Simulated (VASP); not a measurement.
# InP: zone-centre modes, functional by functional, part 3 of 3

Aim: the vibrations of InP at the zone centre, at several levels of theory. The starting structure is a measured crystal structure from the Crystallography Open Database.

VASP 6.6.1.

Results so far: LDA T2 302.8 cm⁻¹; LDA at the measured cell T2 294.9 cm⁻¹; PBEsol T2 295.6 cm⁻¹; PBE T2 283.2 cm⁻¹; PBEsol + D3(BJ) T2 306.2 cm⁻¹; r2SCAN T2 295.2 cm⁻¹.

### Step 8. Modes with r2SCAN + rVV10

Level of this step: r2SCAN with rVV10; plane waves and PAW (In_d, P) (VASP).

rVV10 adds a nonlocal correlation energy for dispersion. The cell comes from a relaxation at this level, not shown (50.98 Å³).

File INCAR:

```
SYSTEM = InP
PREC = Accurate
ENCUT = 450
EDIFF = 1E-08
NELM = 100
ISMEAR = 0
SIGMA = 0.03
LREAL = .FALSE.
ALGO = Normal
METAGGA = R2SCAN
LUSE_VDW = .TRUE.
IVDW_NL = 2
BPARAM = 11.95
CPARAM = 0.0093
LASPH = .TRUE.
NBANDS = 15
LORBIT = 11
LWAVE = .FALSE.
LCHARG = .FALSE.
KPAR = 4
IBRION = 6
NFREE = 2
POTIM = 0.015
NSW = 1
ISIF = 2
```

File POSCAR:

```
InP
1.0
    0.0000000000      2.9430045171      2.9430045171
    2.9430045171      0.0000000000      2.9430045171
    2.9430045171      2.9430045171      0.0000000000
In P
1 1
Direct
    0.0000000000      0.0000000000      0.0000000000
    0.7500000000      0.7500000000      0.7500000000
```

File KPOINTS:

```
Automatic mesh
0
Gamma
10 10 10
0 0 0
```

Potentials, in the order of the species: In_d and P (PBE family, release 64).

Started as:

```sh
> mpirun -np 4 vasp_std
```

What it wrote:

```text
[banner, memory and clock lines left out]
running    4 mpi-ranks, on    1 nodes
[...]
|                                                                             |
|               ----> ADVICE to this user running VASP <----                  |
|                                                                             |
|     You have switched on vdW-DFT.                                           |
|     This routine was written and supplied by Jiri Klimes. We recommend      |
|     that you carefully read and cite the following publications:            |
|       J. Klimes, D.R. Bowler, A. Michelides                                 |
|          J. Phys.: Cond Matt. 22 022201 (2010)                              |
|       J. Klimes, D.R. Bowler, A. Michelides                                 |
|          Phys. Rev. B. 83, 195131 (2011)                                    |
|     and references therein.                                                 |
|                                                                             |

[...]
DAV:  17    -0.318119206419E+02   -0.42036E-07   -0.11834E-08  1139   0.107E-03    0.952E-04
Total rVV10 correction in eV:      0.4842129    20.0131702
Total rVV10 correction in eV:      0.4842129    20.0131702
Total rVV10 correction in eV:      0.4842129    20.0131702
Total rVV10 correction in eV:      0.4842129    20.0131702
DAV:  18    -0.318119206391E+02    0.27533E-08   -0.22410E-09   887   0.493E-04
Total rVV10 correction in eV:      0.4842122    20.0131702
Total rVV10 correction in eV:      0.4842122    20.0131702
Total rVV10 correction in eV:      0.4842122    20.0131702
Total rVV10 correction in eV:      0.4842122    20.0131702
Total rVV10 correction in eV:      0.4842126    20.0131702
Total rVV10 correction in eV:      0.4842126    20.0131702
Total rVV10 correction in eV:      0.4842126    20.0131702
Total rVV10 correction in eV:      0.4842126    20.0131702
   1 F= -.31811921E+02 E0= -.31811921E+02  d E =-.701776E-11
[... from here on, the cycles between the ionic steps are left out ...]
   2 F= -.31811018E+02 E0= -.31811018E+02  d E =-.113146E-23
   3 F= -.31811019E+02 E0= -.31811019E+02  d E =-.113607E-23
   4 F= -.31811018E+02 E0= -.31811018E+02  d E =-.113168E-23
   5 F= -.31811017E+02 E0= -.31811017E+02  d E =-.113022E-23
 Finite differences progress:
  Degree of freedom:   2/  2
  Displacement:        2/  2
  Total:               4/  4
```

Run time: 4.1 min. Hardware: 4 MPI ranks of AMD EPYC 9R45, shared host; peak memory 1.4 GiB; 16 min of CPU time.

OUTCAR, selected parts (step 8):

```text
  Total       -0.0009990      0.0015322      0.0015322      0.0000000     -0.1209054      0.0000000
  in kB       -0.0313949      0.0481533      0.0481533      0.0000000     -3.7997376      0.0000000
  external PRESSURE =       0.0216372 kB  Pullay stress =       0.0000000 kB

 POSITION                                       TOTAL-FORCE (eV/Angst)
 -----------------------------------------------------------------------------------
      0.00000      0.00000      0.00000        -0.120314      0.000000      0.000000
      4.39951      4.41451      4.41451         0.120314      0.000000      0.000000
 -----------------------------------------------------------------------------------
    total drift:                                0.000209     -0.000001     -0.000000

  FREE ENERGIE OF THE ION-ELECTRON SYSTEM (eV)
  ---------------------------------------------------
  free  energy   TOTEN  =       -31.8110167437 eV

  energy  without entropy=      -31.8110167437  energy(sigma->0) =      -31.81101674

[... 1 part as in an earlier step ...]

[... 2 further parts left out ...]
[key lines of the parts left out:]
E-fermi :   5.0878
```

With r2SCAN + rVV10 the mode is T2 299.0 cm⁻¹, -3.8 cm⁻¹ from LDA.

### Step 9. Modes with HSE06

HSE06 mixes in a quarter of exact exchange at short range, at far higher cost; in semiconductors this cures much of the gap error, while metals seldom gain. This run uses a 6×6×6 mesh. The cell comes from a relaxation at this level, not shown (51.33 Å³). Its starting orbitals come from a semilocal run on the same mesh, not shown.

INCAR: that of step 8 with these lines changed.

```diff
@@ -9,9 +9,9 @@
 ALGO = Normal
-METAGGA = R2SCAN
-LUSE_VDW = .TRUE.
-IVDW_NL = 2
-BPARAM = 11.95
-CPARAM = 0.0093
+LHFCALC = .TRUE.
+AEXX = 0.25
+GGA = PE
+HFSCREEN = 0.2
 LASPH = .TRUE.
 NBANDS = 15
+PRECFOCK = Fast
 LORBIT = 11
```

File POSCAR:

```
InP
1.0
    0.0000000000      2.9497558580      2.9497558580
    2.9497558580      0.0000000000      2.9497558580
    2.9497558580      2.9497558580      0.0000000000
In P
1 1
Direct
    0.0000000000      0.0000000000      0.0000000000
    0.7500000000      0.7500000000      0.7500000000
```

File KPOINTS:

```
Automatic mesh
0
Gamma
6 6 6
0 0 0
```

Started as:

```sh
> mpirun -np 4 vasp_std
```

What it wrote:

```text
[banner, memory and clock lines left out]
running    4 mpi-ranks, on    1 nodes
[...]
LDA part: xc-table for (Slater+PW92), standard interpolation
 found WAVECAR, reading the header
 POSCAR, INCAR and KPOINTS ok, starting setup
[...]
reading WAVECAR
 the WAVECAR file was read successfully
 initial charge from wavefunction
 entering main loop
       N       E                     dE             d eps       ncg     rms          rms(c)
DAV:   1    -0.100123337707E+02   -0.10012E+02   -0.50300E-01   640   0.113E+01    0.331E+00
DAV:   2    -0.100181689075E+02   -0.58351E-02   -0.53487E-02   598   0.207E+00    0.383E+00
DAV:   3    -0.100158276735E+02    0.23412E-02   -0.49864E-03   723   0.883E-01    0.281E+00
DAV:   4    -0.100154425928E+02    0.38508E-03   -0.10255E-03   650   0.363E-01    0.176E+00
[...]
DAV:  17    -0.100153816705E+02   -0.19620E-07   -0.12545E-09   310   0.248E-04    0.247E-03
DAV:  18    -0.100153816971E+02   -0.26562E-07   -0.61809E-10   268   0.173E-04    0.149E-03
DAV:  19    -0.100153817047E+02   -0.76263E-08   -0.29959E-10   261   0.124E-04
   1 F= -.10015382E+02 E0= -.10015382E+02  d E =-.239893E-11
[... from here on, the cycles between the ionic steps are left out ...]
   2 F= -.10014478E+02 E0= -.10014478E+02  d E =-.341683E-21
   3 F= -.10014478E+02 E0= -.10014478E+02  d E =-.341007E-21
   4 F= -.10014475E+02 E0= -.10014475E+02  d E =-.342397E-21
   5 F= -.10014475E+02 E0= -.10014475E+02  d E =-.342175E-21
 Finite differences progress:
  Degree of freedom:   2/  2
  Displacement:        2/  2
  Total:               4/  4
```

Run time: 41 min. Hardware: 4 MPI ranks; peak memory 1.3 GiB; 2.7 h of CPU time.

OUTCAR, selected parts (step 9):

```text
  Total       -0.0010873      0.0013498      0.0013498      0.0000000     -0.1153712      0.0000000
  in kB       -0.0339378      0.0421293      0.0421293      0.0000000     -3.6009715      0.0000000
  external PRESSURE =       0.0167736 kB  Pullay stress =       0.0000000 kB

 POSITION                                       TOTAL-FORCE (eV/Angst)
 -----------------------------------------------------------------------------------
      0.00000      0.00000      0.00000        -0.120787     -0.000000     -0.000000
      4.40963      4.42463      4.42463         0.120787      0.000000      0.000000
 -----------------------------------------------------------------------------------
    total drift:                                0.000019      0.000001     -0.000002

  FREE ENERGIE OF THE ION-ELECTRON SYSTEM (eV)
  ---------------------------------------------------
  free  energy   TOTEN  =       -10.0144753988 eV

  energy  without entropy=      -10.0144753988  energy(sigma->0) =      -10.01447540

[... 3 further parts left out ...]
[key lines of the parts left out:]
E-fermi :   4.7690
```

With HSE06 the mode is T2 299.6 cm⁻¹, -3.2 cm⁻¹ from LDA.

### Step 10. The runs compared

| run | T2 | method | core minutes |
| --- | --- | --- | --- |
| LDA | 302.8 | perturbation theory | 9.47 |
| LDA at the measured cell | 294.9 | perturbation theory | 8.93 |
| PBEsol | 295.6 | perturbation theory | 10.3 |
| PBE | 283.2 | perturbation theory | 9.6 |
| PBEsol + D3(BJ) | 306.2 | finite displacements | 1.93 |
| r2SCAN | 295.2 | finite displacements | 12.3 |
| r2SCAN + rVV10 | 299.0 | finite displacements | 16.5 |
| HSE06 | 299.6 | finite displacements | 162.0 |

Modes are in cm⁻¹, degenerate ones as one, matched between runs by symmetry and order. A number in brackets counts the listed modes of one symmetry from the lowest. The symmetry labels come from an automatic analysis and can be wrong where levels nearly coincide. Core minutes are wall time times ranks of the run shown, on a shared host.

### Step 11. What came out

```json
{"T2, LDA": "302.8 cm⁻¹", "T2, LDA at the measured cell": "294.9 cm⁻¹", "T2, PBEsol": "295.6 cm⁻¹", "T2, PBE": "283.2 cm⁻¹", "T2, PBEsol + D3(BJ)": "306.2 cm⁻¹", "T2, r2SCAN": "295.2 cm⁻¹", "T2, r2SCAN + rVV10": "299.0 cm⁻¹", "T2, HSE06": "299.6 cm⁻¹"}
```

In words: On the cells relaxed at each level, the T2 mode of InP lies between 283 cm⁻¹ (PBE) and 306 cm⁻¹ (PBEsol + D3(BJ)). Taking the measured cell, +2.1 % in volume, instead of the one relaxed with LDA moves T2 by -7.9 cm⁻¹. Some levels use perturbation theory and the others finite displacements, so their times can't be compared. LASPH is on in some of these runs and off in others, which adds a little to the differences. The dielectric constants and Born charges in the logs aren't compared here; at a small gap they can be far off, and in a run without a gap they mean nothing. HSE06 ran on a coarser mesh (6×6×6), which moves cell and modes too. The frequencies are harmonic, and the splitting of polar modes by their long-range field is left out. Further runs on this material are not shown.

[Lines on the potential files, build, host, timing and source positions are cut from VASP's logs without a mark.]

[Logs are printed without paths, hosts, clocks, repeated set-up lines and the standing remarks that a program may print on its own settings, such as how far it seeks lower states.]

[Hosts, paths, dates, database ids (printed as entryN), source tags and the programs' standing remarks are cut or masked in the printed files.]
